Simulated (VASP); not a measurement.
# Pt (Fm-3m) in VASP: notebook, part 3 of 3

VASP 6.6.1. Earlier steps stand in the parts before.

### 13 Equation of state, PBEsol, 14.48 Å³/atom (volume scaled by 0.96)

INCAR

```
SYSTEM = Pt
PREC = Accurate
ENCUT = 520
EDIFF = 1E-7
ISMEAR = -1
SIGMA = 0.05
LREAL = .FALSE.
LASPH = .TRUE.
NELM = 100
ALGO = Normal
ISIF = 2
LWAVE = .FALSE.
LCHARG = .FALSE.
GGA = PS
NBANDS = 11
```

KPOINTS

```
regular mesh
0
G
  12 12 12
  0 0 0
```

POSCAR

```
Pt
1.0
    0.0000000000      1.9343981026      1.9343981026
    1.9343981026      0.0000000000      1.9343981026
    1.9343981026      1.9343981026      0.0000000000
Pt
1
Direct
    0.0000000000      0.0000000000      0.0000000000
```

Started as:

```sh
$ cat potpaw_PBE.64/Pt/POTCAR > POTCAR
$ mpirun -np 1 vasp_std > vasp.out
```

Run time: 12 s. Hardware: 1 thread of Intel Xeon Platinum 8375C at 2.90GHz (Ice Lake), shared host; peak memory 0.13 GiB.

Results (log left out):

```
Free energy            : -6.9531 eV
Pressure               : 11.9 GPa
Band gap on the k mesh : none (metal or under the smearing width)
```

Caveat: the PAW data sets were made with another functional, which shifts forces and pressure a little.

### 14 Equation of state, PBEsol, 14.78 Å³/atom (volume scaled by 0.98)

INCAR is that of step 13.

KPOINTS is that of step 13.

POSCAR

```
Pt
1.0
    0.0000000000      1.9477392008      1.9477392008
    1.9477392008      0.0000000000      1.9477392008
    1.9477392008      1.9477392008      0.0000000000
Pt
1
Direct
    0.0000000000      0.0000000000      0.0000000000
```

Started as:

```sh
$ cat potpaw_PBE.64/Pt/POTCAR > POTCAR
$ mpirun -np 1 vasp_std > vasp.out
```

It took 12 s on 1 thread of Intel Xeon Platinum 8375C at 2.90GHz (Ice Lake), shared host; peak memory 0.13 GiB.

The run converged. Its results:

```
Free energy            : -6.9691 eV
Pressure               : 5.0 GPa
Band gap on the k mesh : none (metal or under the smearing width)
```

Caveat: the PAW data sets were made with another functional, which shifts forces and pressure a little.

### 15 Equation of state, PBEsol, 15.38 Å³/atom (volume scaled by 1.02)

INCAR is that of step 14.

KPOINTS is that of step 14.

POSCAR

```
Pt
1.0
    0.0000000000      1.9738864712      1.9738864712
    1.9738864712      0.0000000000      1.9738864712
    1.9738864712      1.9738864712      0.0000000000
Pt
1
Direct
    0.0000000000      0.0000000000      0.0000000000
```

Potentials or basis: VASP PAW PBE potentials, release 64 (Pt).

Started as:

```sh
$ cat potpaw_PBE.64/Pt/POTCAR > POTCAR
$ mpirun -np 1 vasp_std > vasp.out
```

Wall time 14 s (1 thread of Intel Xeon Platinum 8375C at 2.90GHz (Ice Lake), shared host); peak memory 0.15 GiB.

Results (log left out):

```
Free energy            : -6.9662 eV
Pressure               : -6.3 GPa
Band gap on the k mesh : none (metal or under the smearing width)
```

Caveat: the PAW data sets were made with another functional, which shifts forces and pressure a little.

### 16 Equation of state, PBEsol, 15.68 Å³/atom (volume scaled by 1.04)

INCAR is that of step 15.

KPOINTS is that of step 15.

POSCAR

```
Pt
1.0
    0.0000000000      1.9867042750      1.9867042750
    1.9867042750      0.0000000000      1.9867042750
    1.9867042750      1.9867042750      0.0000000000
Pt
1
Direct
    0.0000000000      0.0000000000      0.0000000000
```

Started as:

```sh
$ cat potpaw_PBE.64/Pt/POTCAR > POTCAR
$ mpirun -np 1 vasp_std > vasp.out
```

It took 14 s on 1 thread of Intel Xeon Platinum 8375C at 2.90GHz (Ice Lake), shared host; peak memory 0.15 GiB.

The run converged. Its results:

| Quantity | Value |
| --- | --- |
| Free energy | -6.9501 eV |
| Pressure | -11.0 GPa |
| Band gap on the k mesh | none (metal or under the smearing width) |

Caveat: the PAW data sets were made with another functional, which shifts forces and pressure a little.

### 17 Equation of state, PBEsol, 15.98 Å³/atom (volume scaled by 1.06)

INCAR is that of step 16.

KPOINTS is that of step 16.

POSCAR

```
Pt
1.0
    0.0000000000      1.9993587835      1.9993587835
    1.9993587835      0.0000000000      1.9993587835
    1.9993587835      1.9993587835      0.0000000000
Pt
1
Direct
    0.0000000000      0.0000000000      0.0000000000
```

Started as:

```sh
$ cat potpaw_PBE.64/Pt/POTCAR > POTCAR
$ mpirun -np 1 vasp_std > vasp.out
```

Wall time 12 s (1 thread of Intel Xeon Platinum 8375C at 2.90GHz (Ice Lake), shared host); peak memory 0.15 GiB.

It converged, with:

```
Free energy            : -6.9256 eV
Pressure               : -15.1 GPa
Band gap on the k mesh : none (metal or under the smearing width)
```

Caveat: the PAW data sets were made with another functional, which shifts forces and pressure a little.

### 18 Single point, PBEsol (cell strained at random at fixed volume)

INCAR is that of step 17.

KPOINTS is that of step 17.

POSCAR

```
Pt
1.0
   -0.0133030000      1.9357530000      1.9445300000
    1.9710380000      0.0030350000      1.9281930000
    2.0008850000      1.9492620000     -0.0268110000
Pt
1
Direct
   -0.0132620000      0.0199540000      0.0069400000
```

Potentials or basis: VASP PAW PBE potentials, release 64 (Pt).

Started as:

```sh
$ cat potpaw_PBE.64/Pt/POTCAR > POTCAR
$ mpirun -np 1 vasp_std > vasp.out
```

It took 2.1 min on 1 thread of Intel Xeon Platinum 8375C at 2.90GHz (Ice Lake), shared host; peak memory 0.26 GiB.

The run converged. Its results:

```yaml
Free_energy: -6.9701 eV
Pressure: -0.9 GPa
Band_gap_on_the_k_mesh: none (metal or under the smearing width)
```

Stress tensor (GPa, compression positive):
```
-1.91 -0.60  1.37
-0.60 -0.44  0.59
 1.37  0.59 -0.38
```

Levels at points of the mesh, in eV from the Fermi level:
```csv
k point,band 3,band 4,band 5,band 6,band 7,band 8
"(0.00, 0.00, 0.00)",-3.70,-3.68,-1.80,-1.46,14.61,18.97
"(0.50, 0.00, 0.00)",-3.72,-0.60,-0.12,0.16,5.75,14.18
"(0.00, 0.50, 0.00)",-3.62,-0.46,0.04,0.09,5.97,14.03
"(0.50, 0.50, 0.00)",-0.03,0.38,0.61,1.81,8.98,11.04
"(0.00, 0.00, 0.50)",-3.76,-0.71,-0.11,0.10,5.55,14.28
"(0.50, 0.00, 0.50)",-0.01,0.38,0.60,1.89,9.09,10.73
"(0.00, 0.50, 0.50)",0.01,0.46,0.49,1.39,8.42,11.51
"(0.50, 0.50, 0.50)",-3.66,-0.48,-0.04,0.15,5.93,14.07
```

Caveat: the PAW data sets were made with another functional, which shifts forces and pressure a little. The run has no spin-orbit coupling, so splittings on Pt are missing.

### 19 Equation of state, PBEsol

No new run: the results of the series are fitted here.

What came out:

```
Equilibrium volume                      : 15.03 Å³/atom
Bulk modulus                            : 288 GPa
Pressure derivative of the bulk modulus : 5.3
```

Energy against volume, from the lowest point:
```tsv
volume (Å³/atom)	energy (meV/atom)
14.175	49.62
14.477	19.89
14.778	3.90
15.080	0.00
15.381	6.78
15.683	22.95
15.985	47.38
```

Caveat: the PAW data sets were made with another functional, which shifts forces and pressure a little. Spin-orbit coupling is left out, which matters for the levels of Pt.

### 20 The runs side by side

```tsv
task	level	cell	ladder	gap on the mesh (eV)	pressure (GPa)	V0 of scaled cells (Å³/atom)	B0 (GPa)
single point	PBE	as given	-	none	9.7	-	-
single point	PBE	cell strained at random at fixed volume	-	none	9.8	-	-
equation of state	PBE	as given	-	-	-	15.63	249
single point	PBEsol	as given	free	none	-1.0	-	-
single point	PBEsol	cell strained at random at fixed volume	free	none	-0.9	-	-
equation of state	PBEsol	as given	free	-	-	15.03	288
```

Alike in all rows: potentials or basis VASP PAW PBE potentials, release 64 (Pt); no spin polarisation; k mesh 12 × 12 × 12; cutoff (eV) 520; smearing fermi-dirac 0.05 eV.

Caveats: the PAW data sets were made with another functional, which shifts forces and pressure a little (some runs).

Total energies depend on the potentials used, so only differences within one code and one set of settings carry meaning.
